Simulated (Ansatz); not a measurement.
# Two Ansatz runs on Ba

The cell is a measured one (Crystallography Open Database entry 9008528); the temperature and pressure of the measurement aren't taken into account, and nothing was relaxed.

First run: DFT, LDA, all-electron LAPW, scalar-relativistic (Ansatz 0.2.0).

Command: `ansatz run input.yaml --threads 1 --pin off --max-ram 2048MiB --backend cpu --events-out ev --progress --plain --runs-dir out` The run took 3.6 s on 1 thread of Intel(R) Xeon(R) Platinum 8375C CPU @ 2.90GHz (Ice Lake), on a shared host, peak memory 0.26 GiB.

```yaml
crystal:
  lattice:
    - [-2.5, 2.5, 2.5]
    - [2.5, -2.5, 2.5]
    - [2.5, 2.5, -2.5]
  atoms:
    - { symbol: Ba, position: [0.0, 0.0, 0.0] }
kpoints:
  mp_grid: { grid: [10, 10, 10] }
  band_path:
    path:
      - [0.0, 0.0, 0.0]
      - [0.5, -0.5, 0.5]
      - [0.0, 0.0, 0.5]
      - [0.0, 0.0, 0.0]
      - [0.25, 0.25, 0.25]
      - [0.5, -0.5, 0.5]
      - [0.25, 0.25, 0.25]
      - [0.0, 0.0, 0.5]
    npoints: 5
scf:
  occupations: { method: fermi_dirac, width: 0.05 }
hamiltonian:
  xc: lda
  pseudopotentials: { kind: all_electron, lapw: { basis_error: 0.0005 } }
output:
  forces: true
  stress: true
  eigenvalues: true
```

Result: converged; pressure -1.23 GPa; no gap on the k mesh; 7 SCF iterations.

Spin–orbit coupling is left out, though it moves levels of the heavy atoms by tenths of an eV or more.

The input is then changed:

```diff
@@ -7,5 +7,5 @@
     - { symbol: Ba, position: [0.0, 0.0, 0.0] }
 kpoints:
-  mp_grid: { grid: [10, 10, 10] }
+  mp_grid: { grid: [10, 10, 10], shift: [0.5, 0.5, 0.5] }
   band_path:
     path:
@@ -20,5 +20,6 @@
     npoints: 5
 scf:
-  occupations: { method: fermi_dirac, width: 0.05 }
+  occupations: { method: tetrahedron_uncorrected }
+  n_extra_bands: 8
 hamiltonian:
   xc: lda
```

(1) What does the second run give?

Results:

(1) It converged; energy at zero smearing +10.7 meV/atom from the first run; pressure -1.17 GPa; no gap on the k mesh; 7 SCF iterations.
